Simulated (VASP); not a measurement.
Here is a VASP 6.6.1 calculation.

The input run.py:

```python
from ase.calculators.vasp import Vasp
from ase.dft.bandgap import bandgap
from ase.io import read

atoms = read('ZrS.cif', primitive_cell=True, subtrans_included=False)
calc = Vasp(
    directory='calc',
    xc='pbesol',
    pp='PBE',
    setups='materialsproject',
    prec='Accurate',
    encut=520,
    ediff=1e-06,
    ismear=0,
    sigma=0.05,
    lreal=False,
    lasph=True,
    nelm=100,
    algo='Fast',
    isif=2,
    lwave=False,
    lcharg=False,
    kpts=[9, 9, 9],
    gamma=True,
    nbands=16,
)
atoms.calc = calc

print('energy (eV):', atoms.get_potential_energy())
print('free energy (eV):', atoms.get_potential_energy(force_consistent=True))
print('forces (eV/A):')
print(atoms.get_forces())
print('stress (eV/A^3, Voigt):', atoms.get_stress())
print('Fermi level (eV):', calc.get_fermi_level())
gap, top, bottom = bandgap(calc)
print('band gap (eV):', gap, 'from (spin, k, band)', top, 'to', bottom)
```

The input ZrS.cif:

```cif
data_ZrS
_cell_length_a 5.25000000
_cell_length_b 5.25000000
_cell_length_c 5.25000000
_cell_angle_alpha 90.00000000
_cell_angle_beta 90.00000000
_cell_angle_gamma 90.00000000
_space_group_name_H-M_alt 'Fm-3m'
_space_group_name_Hall '-F 4 2 3'
_space_group_IT_number 225
loop_
_space_group_symop_operation_xyz
'x,y,z'
'-x,-y,-z'
'-y,x,z'
'y,-x,-z'
'-x,-y,z'
'x,y,-z'
'y,-x,z'
'-y,x,-z'
'x,-y,-z'
'-x,y,z'
'-y,-x,-z'
'y,x,z'
'-x,y,-z'
'x,-y,z'
'y,x,-z'
'-y,-x,z'
'z,x,y'
'-z,-x,-y'
'z,-y,x'
'-z,y,-x'
'z,-x,-y'
'-z,x,y'
'z,y,-x'
'-z,-y,x'
'-z,x,-y'
'z,-x,y'
'-z,-y,-x'
'z,y,x'
'-z,-x,y'
'z,x,-y'
'-z,y,x'
'z,-y,-x'
'y,z,x'
'-y,-z,-x'
'x,z,-y'
'-x,-z,y'
'-y,z,-x'
'y,-z,x'
'-x,z,y'
'x,-z,-y'
'-y,-z,x'
'y,z,-x'
'-x,-z,-y'
'x,z,y'
'y,-z,-x'
'-y,z,x'
'x,-z,y'
'-x,z,-y'
'x,y+1/2,z+1/2'
'-x,-y+1/2,-z+1/2'
'-y,x+1/2,z+1/2'
'y,-x+1/2,-z+1/2'
'-x,-y+1/2,z+1/2'
'x,y+1/2,-z+1/2'
'y,-x+1/2,z+1/2'
'-y,x+1/2,-z+1/2'
'x,-y+1/2,-z+1/2'
'-x,y+1/2,z+1/2'
'-y,-x+1/2,-z+1/2'
'y,x+1/2,z+1/2'
'-x,y+1/2,-z+1/2'
[... 41 lines left out ...]
'y+1/2,-x,z+1/2'
'-y+1/2,x,-z+1/2'
'x+1/2,-y,-z+1/2'
'-x+1/2,y,z+1/2'
'-y+1/2,-x,-z+1/2'
'y+1/2,x,z+1/2'
'-x+1/2,y,-z+1/2'
'x+1/2,-y,z+1/2'
'y+1/2,x,-z+1/2'
'-y+1/2,-x,z+1/2'
'z+1/2,x,y+1/2'
'-z+1/2,-x,-y+1/2'
'z+1/2,-y,x+1/2'
'-z+1/2,y,-x+1/2'
'z+1/2,-x,-y+1/2'
'-z+1/2,x,y+1/2'
'z+1/2,y,-x+1/2'
'-z+1/2,-y,x+1/2'
'-z+1/2,x,-y+1/2'
'z+1/2,-x,y+1/2'
'-z+1/2,-y,-x+1/2'
'z+1/2,y,x+1/2'
'-z+1/2,-x,y+1/2'
'z+1/2,x,-y+1/2'
'-z+1/2,y,x+1/2'
'z+1/2,-y,-x+1/2'
'y+1/2,z,x+1/2'
'-y+1/2,-z,-x+1/2'
'x+1/2,z,-y+1/2'
'-x+1/2,-z,y+1/2'
'-y+1/2,z,-x+1/2'
'y+1/2,-z,x+1/2'
'-x+1/2,z,y+1/2'
'x+1/2,-z,-y+1/2'
'-y+1/2,-z,x+1/2'
'y+1/2,z,-x+1/2'
'-x+1/2,-z,-y+1/2'
'x+1/2,z,y+1/2'
'y+1/2,-z,-x+1/2'
'-y+1/2,z,x+1/2'
'x+1/2,-z,y+1/2'
'-x+1/2,z,-y+1/2'
'x+1/2,y+1/2,z'
'-x+1/2,-y+1/2,-z'
'-y+1/2,x+1/2,z'
'y+1/2,-x+1/2,-z'
'-x+1/2,-y+1/2,z'
'x+1/2,y+1/2,-z'
'y+1/2,-x+1/2,z'
'-y+1/2,x+1/2,-z'
'x+1/2,-y+1/2,-z'
'-x+1/2,y+1/2,z'
'-y+1/2,-x+1/2,-z'
'y+1/2,x+1/2,z'
'-x+1/2,y+1/2,-z'
'x+1/2,-y+1/2,z'
'y+1/2,x+1/2,-z'
'-y+1/2,-x+1/2,z'
'z+1/2,x+1/2,y'
'-z+1/2,-x+1/2,-y'
'z+1/2,-y+1/2,x'
'-z+1/2,y+1/2,-x'
'z+1/2,-x+1/2,-y'
'-z+1/2,x+1/2,y'
'z+1/2,y+1/2,-x'
'-z+1/2,-y+1/2,x'
'-z+1/2,x+1/2,-y'
'z+1/2,-x+1/2,y'
'-z+1/2,-y+1/2,-x'
'z+1/2,y+1/2,x'
'-z+1/2,-x+1/2,y'
'z+1/2,x+1/2,-y'
'-z+1/2,y+1/2,x'
'z+1/2,-y+1/2,-x'
'y+1/2,z+1/2,x'
'-y+1/2,-z+1/2,-x'
'x+1/2,z+1/2,-y'
'-x+1/2,-z+1/2,y'
'-y+1/2,z+1/2,-x'
'y+1/2,-z+1/2,x'
'-x+1/2,z+1/2,y'
'x+1/2,-z+1/2,-y'
'-y+1/2,-z+1/2,x'
'y+1/2,z+1/2,-x'
'-x+1/2,-z+1/2,-y'
'x+1/2,z+1/2,y'
'y+1/2,-z+1/2,-x'
'-y+1/2,z+1/2,x'
'x+1/2,-z+1/2,y'
'-x+1/2,z+1/2,-y'
loop_
_atom_site_label
_atom_site_type_symbol
_atom_site_symmetry_multiplicity
_atom_site_Wyckoff_symbol
_atom_site_fract_x
_atom_site_fract_y
_atom_site_fract_z
_atom_site_occupancy
Zr1 Zr 4 a 0.0000000000 0.0000000000 0.0000000000 1
S1 S 4 b 0.5000000000 0.0000000000 0.0000000000 1
```

Potentials or basis: VASP PAW PBE potentials, release 64 (Zr_sv, S).

Run with:

```sh
$ python run.py
```

(1) What does it give for the pressure?

(2) Predict the band gap on the k mesh.

Answers

(1) -6.3 GPa.

(2) none (metal or under the smearing width).

Caveat: the PAW data sets were made with another functional, which shifts forces and pressure a little.
